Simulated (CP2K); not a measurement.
Runs of CP2K 2026.2 on MgO. The structure is hexagonal, space group P-6m2 (No. 187). The conventional cell has a = 2.938 Å, b = 2.938 Å, c = 2.680 Å, α = 90.00°, β = 90.00°, γ = 120.00°. Around Mg (site symmetry -6m2) lie 6 O at 2.16 Å. Around O (site symmetry -6m2) lie 6 Mg at 2.16 Å. Measurements of this composition are mostly on another form, of space group No. 225.

| task | level | potentials or basis | smearing | NGRIDS | points a segment of the path (NPOINTS) | bands added on the path | cutoff radius of the dispersion sum (A) | D3 from the s-dftd3 library (D3_REFERENCE_CODE) | gap on the mesh (eV) | pressure (GPa) |
| --- | --- | --- | --- | --- | --- | --- | --- | --- | --- | --- |
| band structure | PBEsol+D3(BJ) | POTENTIAL_UZH Mg GTH-PBE-q10, O GTH-PBE-q6; TZVP-MOLOPT-PBE-GTH basis | fermi-dirac 0.05 eV | 5 | 8 | 4 | 20 | - | 2.89 | (a) |
| single point | LDA | GTH_POTENTIALS Mg GTH-PADE-q10, O GTH-PADE-q6; TZVP-MOLOPT-PBE-GTH basis | gaussian 0.05 eV | 5 | - | - | - | - | 2.93 | -5.9 |
| electron localisation function | RPBE+D3(BJ) | POTENTIAL_UZH Mg GTH-PBE-q10, O GTH-PBE-q6; TZVP-MOLOPT-PBE-GTH basis | gaussian 0.05 eV | 4 | - | - | 20 | yes | 3.16 | (c) |
| single point | PBE | POTENTIAL_UZH Mg GTH-PBE-q10, O GTH-PBE-q6; TZVP-MOLOPT-PBE-GTH basis | gaussian 0.1 eV | 5 | - | - | - | - | 3.01 | (b) |
| single point | RPBE | POTENTIAL_UZH Mg GTH-PBE-q10, O GTH-PBE-q6; TZVP-MOLOPT-PBE-GTH basis | gaussian 0.02 eV | 5 | - | - | - | - | 3.16 | 6.8 |

Alike in all rows: no spin polarisation; cell as given; k mesh 10 × 10 × 10.

Question: Fill in the values left out.

Answer: (a) -4.1; (b) 3.0; (c) -14.9.

Caveats: the basis of atomic orbitals isn't converged, which shifts pressures, moduli and gaps; the potentials were made for another functional, which shifts forces and pressure (some runs).

A k mesh can miss the band edges.
